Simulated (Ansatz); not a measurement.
## Bands of PbF$_{2}$

```
Pb F
1.0
     3.98179    0.00000    0.00000
    -1.99089    3.44833    0.00000
     0.00000    0.00000    5.07683
Pb F
1 2
Direct
  0.00000 0.00000 0.00000
  0.33333 0.66667 0.19730
  0.66667 0.33333 0.80270
```

Atom numbers follow the list: Pb1, F2, F3.

The conventional cell has a = 3.982 Å, b = 3.982 Å, c = 5.077 Å, α = 90.00°, β = 90.00°, γ = 120.00°. Pb (atom 1) has 6 F at 2.51 Å as nearest neighbours. F (atom 2) has 3 Pb at 2.51 Å as nearest neighbours.

The structure comes from a relaxation in the same program, started in the CdI2 type, and has space group P-3m1. Whether it is a known phase or the ground state wasn't checked.

No spin–orbit coupling, which matters for the heavy atoms here.

Theory: DFT, PBE, all-electron LAPW, scalar-relativistic in Ansatz 0.2.0.

Numerical set-up: a Γ-centred 14×14×8 k mesh, Fermi–Dirac smearing of 0.05 eV, basis error target 0.5 meV/atom, no spin polarisation.

Points in fractions of the reciprocal vectors of this cell: Γ (0, 0, 0), M (0.5, 0, 0), K (0.333, 0.333, 0), A (0, 0, 0.5), L (0.5, 0, 0.5), H (0.333, 0.333, 0.5). The path joins them by straight lines in the order Γ–M–K–Γ–A–L–H–A–L; legs that retrace an earlier one aren't tabulated. Energies are in eV from the top of the valence band.

Task: List the levels at Γ between -14 and 8 eV.

Result: -5.65, -2.32 (×2), -2.18 (×2), -1.66, -1.61, 4.14, 7.50 (×2), 7.75.

Task: List the levels at A between -14 and 8 eV.

Result: -5.65, -2.34 (×2), -2.15 (×2), -2.01, -1.16, 3.03, 7.54 (×2).

Task: List the levels at K between -14 and 8 eV.

Result: -6.44, -3.09 (×2), -2.43, -1.77 (×2), -0.02, 5.99 (×2), 6.04.

Task: What is the band gap?

Result: 3.03 eV, indirect from H (0.333, 0.333, 0.5) to A (0, 0, 0.5).
